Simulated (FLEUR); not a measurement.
# Au (Fm-3m) in FLEUR: a series of runs, part 2 of 2

FLEUR MaX-R8.1 (patched build s14). Earlier steps stand in the parts before.

## (3) Equation of state, Wu-Cohen GGA, 15.84 Å³/atom (volume scaled by 0.94)

Contents of inp.xml:

```xml
<?xml version="1.0" encoding="UTF-8" standalone="no"?>
<fleurInput fleurInputVersion="0.39">
   <comment>
      Au                                                                                                  
   </comment>
   <calculationSetup>
      <cutoffs Kmax="3.8" Gmax="11.8" GmaxXC="11.8" numbands="0"/>
      <scfLoop itmax="60" minDistance="0.00001" maxIterBroyd="15" imix="Anderson" alpha="0.05" precondParam="0.0" spinf="2.0"/>
      <coreElectrons ctail="T" frcor="F" kcrel="0" coretail_lmax="0"/>
      <xcFunctional name="wc" relativisticCorrections="F"/>
      <magnetism jspins="1"/>
      <soc l_soc="F" theta="0.0" phi="0.0" spav="F"/>
      <expertModes spex="0" secvar="F"/>
      <geometryOptimization l_f="F" forcealpha="1.0" forcemix="BFGS" epsdisp="0.00001" epsforce="0.00001"/>
      <ldaU l_linMix="F" mixParam="0.05" spinf="1.0"/>
   </calculationSetup>
   <cell>
      <bzIntegration valenceElectrons="19.0" mode="hist" fermiSmearingEnergy="0.00183747">
         <kPointListSelection listName="default-1"/>
         <!-- k-points included here -->
         <xi:include xmlns:xi="http://www.w3.org/2001/XInclude" href="kpts.xml"> </xi:include>
      </bzIntegration>
      <!-- symmetry operations included here -->
      <xi:include xmlns:xi="http://www.w3.org/2001/XInclude" href="sym.xml"> </xi:include>
      <bulkLattice scale="0.9795861087">
         <bravaisMatrix>
            <row-1>    0.0000000000000000     3.8455926635609998     3.8455926635609998</row-1>
            <row-2>    3.8455926635609998     0.0000000000000000     3.8455926635609998</row-2>
            <row-3>    3.8455926635609998     3.8455926635609998     0.0000000000000000</row-3>
         </bravaisMatrix>
      </bulkLattice>
   </cell>
   <atomSpecies>
      <species name="Gold (Au)" element="Au" atomicNumber="79">
         <mtSphere radius="2.47" gridPoints="833" logIncrement="0.016"/>
         <atomicCutoffs lmax="10" lnonsphr="8"/>
         <electronConfig flipSpins="F">
            <coreConfig>(1s1/2) (2s1/2) (2p1/2) (2p3/2) (3s1/2) (3p1/2) (3p3/2) (4s1/2) (3d3/2) (3d5/2) (4p1/2) (4p3/2) (4d3/2) (4d5/2) (4f5/2) (4f7/2)</coreConfig>
            <valenceConfig>(5s1/2) (5p1/2) (5p3/2) (6s1/2) (5d3/2) (5d5/2)</valenceConfig>
            <stateOccupation state="(6s1/2)" spinUp="0.500000" spinDown="0.500000"/>
         </electronConfig>
         <energyParameters s="6" p="6" d="5" f="5"/>
         <lo type="SCLO" l="0" n="5" eDeriv="0"/>
         <lo type="SCLO" l="1" n="5" eDeriv="0"/>
         <lo type="SCLO" l="1" n="5" eDeriv="1"/>
         <lo type="SCLO" l="2" n="5" eDeriv="2"/>
         <lo type="SCLO" l="3" n="5" eDeriv="2"/>
      </species>
   </atomSpecies>
   <atomGroups>
      <atomGroup species="Gold (Au)">
         <relPos label="                   1">.0000000000 .0000000000 .0000000000</relPos>
         <force calculate="T" relaxXYZ="TTT"/>
      </atomGroup>
   </atomGroups>
   <output dos="F" band="F" slice="F">
      <checks vchk="F" cdinf="F"/>
      <bandDOS minEnergy="-.5*Htr" maxEnergy="0.5*Htr" sigma="0.015" storeEVData="T"/>
      <vacuumDOS vacdos="F" integ="F" star="F" nstars="0" locx1="0.0" locy1="0.0" locx2="0.0" locy2="0.0" nstm="0" tworkf="0.0"/>
      <unfoldingBand unfoldBand="F" supercellX="1" supercellY="1" supercellZ="1"/>
      <plotting iplot="0" polar="F">
         <plot TwoD="T" vec1="  1.0  0.0  0.0" vec2="  0.0  1.0  0.0" vec3="  0.0  0.0  1.0" zero="  0.0  0.0  0.0" file="plot"/>
      </plotting>
      <chargeDensitySlicing numkpt="0" minEigenval="0.0" maxEigenval="0.0" nnne="0" pallst="F"/>
      <specialOutput eonly="F"/>
      <magneticCircularDichroism mcd="F" energyLo="-10.0" energyUp="0.0"/>
   </output>
  <!-- We include the file relax.xml here to enable relaxations (see documentation) -->
  <xi:include xmlns:xi="http://www.w3.org/2001/XInclude" href="relax.xml"> <xi:fallback/> </xi:include>
</fleurInput>
```

Potentials or basis: all-electron, FLAPW.

Launch:

```
inpgen -f crystal.txt -profile fastHighL
# inp.xml edited to the form shown
fleur
```

Standard output:

```text
Welcome to FLEUR        (www.flapw.de)
      MaX-Release 8.1          (www.max-centre.eu)

 ========== k-point set info ==========
 Selected k-point list: default-1
 k-point list type: mesh
 11 x 11 x 11
 Number of k points: 56

 ------------Calculation Setup---------------------------
 Number of OMP-threads    :            1
 Number of basis functions:          148
 Approximate size of matrices (H+S) per k-point:         0.000 GB
 --------------------------------------------------------
 Iteration:     1   Distance:      17.22131682 me/bohr^3
 Iteration:     2   Distance:      15.53285650 me/bohr^3
 Iteration:     3   Distance:       6.74055447 me/bohr^3
 Iteration:     4   Distance:       2.42637610 me/bohr^3
 Iteration:     5   Distance:       2.60186742 me/bohr^3
 Iteration:     6   Distance:       0.18775372 me/bohr^3
 Iteration:     7   Distance:       0.17162076 me/bohr^3
 Iteration:     8   Distance:       0.01677320 me/bohr^3
 Iteration:     9   Distance:       0.01698218 me/bohr^3
 Iteration:    10   Distance:       0.00239605 me/bohr^3
 Iteration:    11   Distance:       0.00007510 me/bohr^3
 Iteration:    12   Distance:       0.00004010 me/bohr^3
 Iteration:    13   Distance:       0.00000227 me/bohr^3

 ********************************************************************
 Run finished successfully
 Stop message:
   all done
 ********************************************************************
```

out.xml (last iteration):

```text
<iteration numberForCurrentRun="   13" overallNumber="   13">
         <energyParameters units="Htr">
            <atomicEP atomType="1" spin="1" branch="6s" branchLowest="-3.40" branchHighest="1.60" value="0.2809280048"/>
            <atomicEP atomType="1" spin="1" branch="6p" branchLowest="-1.59" branchHighest="2.55" value="0.4549132274"/>
            <atomicEP atomType="1" spin="1" branch="5d" branchLowest="-11.37" branchHighest="0.55" value="0.3331636791"/>
            <atomicEP atomType="1" spin="1" branch="5f" branchLowest="-2.41" branchHighest="2.65" value="0.7498828312"/>
            <loAtomicEP atomType="1" spin="1" branch="5s" branchLowest="-26.19" branchHighest="-3.40" value="-3.4015505520"/>
            <loAtomicEP atomType="1" spin="1" branch="5p" branchLowest="-19.45" branchHighest="-1.59" value="-1.6241275165"/>
            <loAtomicEP atomType="1" spin="1" branch="5p" branchLowest="-19.45" branchHighest="-1.59" value="-1.6241275165"/>
            <loAtomicEP atomType="1" spin="1" branch="5d" branchLowest="-11.37" branchHighest="0.55" value="0.3125046233"/>
            <loAtomicEP atomType="1" spin="1" branch="5f" branchLowest="-2.41" branchHighest="2.65" value="0.7498694546"/>
         </energyParameters>
         <eigenvalues>
            <eigenvaluesAt spin="1" ikpt="1" k_x="0.00000000" k_y="0.00000000" k_z="0.00000000">
                      -3.4021793567       -1.6084602099       -1.6084602099       -1.6084602099        0.0917935560
                       0.2988741160        0.2988741160        0.2988741160        0.3629214769        0.3629214769
                       1.0121532896        1.1733395318        1.1733395318        1.1733395318        1.3661380025
            </eigenvaluesAt>
            <eigenvaluesAt spin="1" ikpt="2" k_x="0.00000000" k_y="0.00000000" k_z="0.09090909">
                      -3.4021285290       -1.6093246621       -1.6085870866       -1.6085870866        0.1030746114
                       0.2950075924        0.3028290235        0.3028290235        0.3611958288        0.3611958288
                       1.0263104339        1.1150140517        1.1881855418        1.1881855418        1.4041685665
            </eigenvaluesAt>
            <eigenvaluesAt spin="1" ikpt="3" k_x="0.00000000" k_y="0.00000000" k_z="0.18181818">
                      -3.4019930533       -1.6116471749       -1.6089304073       -1.6089304073        0.1338849309
                       0.2885732034        0.3099948675        0.3099948675        0.3611714722        0.3611714722
                       1.0041426741        1.0593617873        1.2265044506        1.2265044506        1.3217764885
            </eigenvaluesAt>
            <eigenvaluesAt spin="1" ikpt="4" k_x="0.00000000" k_y="0.00000000" k_z="0.27272727">
                      -3.4018160034       -1.6146756757       -1.6093868244       -1.6093868244        0.1704398354
                       0.2972121349        0.3094087014        0.3094087014        0.3740467007        0.3740467007
                       0.8807594411        1.0522067726        1.2431585225        1.2431585225        1.3112577358
            </eigenvaluesAt>
         </eigenvalues>
         <bandgap value="0.0826851444" units="eV"/>
         <sumValenceSingleParticleEnergies value="-12.9933834245" units="Htr"/>
         <FermiEnergy value="0.4849487691" units="Htr"/>
         <valenceDensity>
            <mtCharges spin="1">
               <mtCharge atomType="1" total="17.4396776" s="2.4979804" p="6.3323226" d="8.5556976" f="0.0416663"/>
            </mtCharges>
            <spinDependentCharge spin="1" total="19.0000000" interstitial="1.5603224" mtSpheres="17.4396776"/>
            <totalCharge value="19.0000000000"/>
         </valenceDensity>
         <coreStates atomType="     1" atomicNumber=" 79" spin="1" kinEnergy="  21652.4199306232" eigValSum=" -11688.7523289095" lostElectrons=" 0.000197">
            <state n="1" l="0" j="0.5" energy="-2963.2860328832" weight="1.0000000000"/>
            <state n="2" l="0" j="0.5" energy="-521.9454488876" weight="1.0000000000"/>
            <state n="2" l="1" j="0.5" energy="-500.4780251714" weight="1.0000000000"/>
            <state n="2" l="1" j="1.5" energy="-433.0023627427" weight="2.0000000000"/>
            <state n="3" l="0" j="0.5" energy="-122.7420780565" weight="1.0000000000"/>
            <state n="3" l="1" j="0.5" energy="-113.0956529568" weight="1.0000000000"/>
[... 8 lines left out ...]
            <state n="4" l="3" j="2.5" energy="-2.4869843720" weight="3.0000000000"/>
            <state n="4" l="3" j="3.5" energy="-2.3468095159" weight="4.0000000000"/>
         </coreStates>
         <allElectronCharges>
            <spinDependentCharge spin="1" total="79.0000000" interstitial="1.5605151" mtSpheres="77.4394849"/>
            <totalCharge value="79.0000000009"/>
         </allElectronCharges>
         <totalEnergy                                    value="   -19046.6927989183" units="Htr">
            <sumOfEigenvalues                            value="   -11701.7457123340">
               <coreElectrons value="-11688.7523289095"/>
               <valenceElectrons value="-12.9933834245"/>
            </sumOfEigenvalues>
            <densityCoulombPotentialIntegral value="-33110.7706625445"/>
            <densityEffectivePotentialIntegral value="-33588.9359431861"/>
            <chargeDenXCDenIntegral value="-364.3451683935"/>
            <FockExchangeEnergyValence value="0.0000000000"/>
            <FockExchangeEnergyCore value="0.0000000000"/>
            <atomTypeDependentContributions atomType="1">
               <electronNucleiInteractionDifferentMTs value="23971.1786261645"/>
               <MadelungTerm value="-42.9739039402"/>
            </atomTypeDependentContributions>
            <tkbTimesEntropy value="0.0000878597"/>
            <freeEnergy value="-19046.6928867780"/>
            <extrapolationTo0K value="-19046.6928428482"/>
         </totalEnergy>
         <densityConvergence units="me/bohr^3">
            <chargeDensity spin="1" distance="0.0000022748"/>
         </densityConvergence>
      </iteration>
```

It took 5.8 s on 1 thread of Intel Xeon 6975P-C (Granite Rapids), shared host; peak memory 0.08 GiB.

Results:

| Item | Value |
| --- | --- |
| Free energy | -518286.9169 eV |
| Band gap on the k mesh | none (metal or under the smearing width) |
| Valence electrons inside the program's atomic spheres | Au 17.44 (radii Au 2.47 bohr) |

## (4) Equation of state, Wu-Cohen GGA, 16.18 Å³/atom (volume scaled by 0.96)

Changes to inp.xml since step 3:

```diff
@@ -24,3 +24,3 @@
       <xi:include xmlns:xi="http://www.w3.org/2001/XInclude" href="sym.xml"> </xi:include>
-      <bulkLattice scale="0.9795861087">
+      <bulkLattice scale="0.9864848297">
          <bravaisMatrix>
```

Launch:

```
inpgen -f crystal.txt -profile fastHighL
# inp.xml edited to the form shown
fleur
```

Wall time 5.7 s (1 thread of Intel Xeon 6975P-C (Granite Rapids), shared host); peak memory 0.08 GiB.

It converged, with:

```yaml
Free_energy: -518286.9473 eV
Band_gap_on_the_k_mesh: none (metal or under the smearing width)
Valence_electrons_inside_the_program's_atomic_spheres: Au 17.41 (radii Au 2.47 bohr)
```

## (5) Equation of state, Wu-Cohen GGA, 16.85 Å³/atom

Changes to inp.xml since step 4:

```diff
@@ -24,3 +24,3 @@
       <xi:include xmlns:xi="http://www.w3.org/2001/XInclude" href="sym.xml"> </xi:include>
-      <bulkLattice scale="0.9864848297">
+      <bulkLattice scale="1.0000000000">
          <bravaisMatrix>
```

Launch:

```
inpgen -f crystal.txt -profile fastHighL
# inp.xml edited to the form shown
fleur
```

It took 5.7 s on 1 thread of Intel Xeon 6975P-C (Granite Rapids), shared host; peak memory 0.08 GiB.

It converged, with:

```
Free energy                                           : -518286.9779 eV
Band gap on the k mesh                                : none (metal or under the smearing width)
Valence electrons inside the program's atomic spheres : Au 17.35 (radii Au 2.47 bohr)
```

## (6) Equation of state, Wu-Cohen GGA, 17.53 Å³/atom (volume scaled by 1.04)

Changes to inp.xml since step 5:

```diff
@@ -24,3 +24,3 @@
       <xi:include xmlns:xi="http://www.w3.org/2001/XInclude" href="sym.xml"> </xi:include>
-      <bulkLattice scale="1.0000000000">
+      <bulkLattice scale="1.0131594038">
          <bravaisMatrix>
```

Potentials or basis: all-electron, FLAPW.

Launch:

```
inpgen -f crystal.txt -profile fastHighL
# inp.xml edited to the form shown
fleur
```

Wall time 5.9 s (1 thread of Intel Xeon 6975P-C (Granite Rapids), shared host); peak memory 0.08 GiB.

It converged, with:

```
Free energy                                           : -518286.9761 eV
Band gap on the k mesh                                : none (metal or under the smearing width)
Valence electrons inside the program's atomic spheres : Au 17.31 (radii Au 2.47 bohr)
```

## (7) Equation of state, Wu-Cohen GGA, 17.87 Å³/atom (volume scaled by 1.06)

Changes to inp.xml since step 6:

```diff
@@ -24,3 +24,3 @@
       <xi:include xmlns:xi="http://www.w3.org/2001/XInclude" href="sym.xml"> </xi:include>
-      <bulkLattice scale="1.0131594038">
+      <bulkLattice scale="1.0196128224">
          <bravaisMatrix>
```

Launch:

```
inpgen -f crystal.txt -profile fastHighL
# inp.xml edited to the form shown
fleur
```

Wall time 5.8 s (1 thread of Intel Xeon 6975P-C (Granite Rapids), shared host); peak memory 0.08 GiB.

It converged, with:

```yaml
Free_energy: -518286.9656 eV
Band_gap_on_the_k_mesh: none (metal or under the smearing width)
Valence_electrons_inside_the_program's_atomic_spheres: Au 17.29 (radii Au 2.47 bohr)
```

## (8) Equation of state, Wu-Cohen GGA

No new run: the results of the series are fitted here.

Results:

* Equilibrium volume: 17.14 Å³/atom
* Bulk modulus: 173 GPa
* Pressure derivative of the bulk modulus: 6.1 (rough: it moves with the points fitted)

Energy against volume, from the lowest point:
```csv
volume (Å³/atom),energy (meV/atom)
15.843,61.02
16.181,30.55
16.855,0.00
17.529,1.80
17.866,12.27
```

## (9) Against experiment

Step 8. Against the measured bulk modulus of Au, 167 GPa (quoted in “Exploring toroidal anvil profiles for larger sample volumes above 4 Mbar”, 2024, pmc:11102561), the calculated 173 GPa is off by +3.3 %. The fit is for a static lattice scaled at fixed shape and fixed fractional positions.
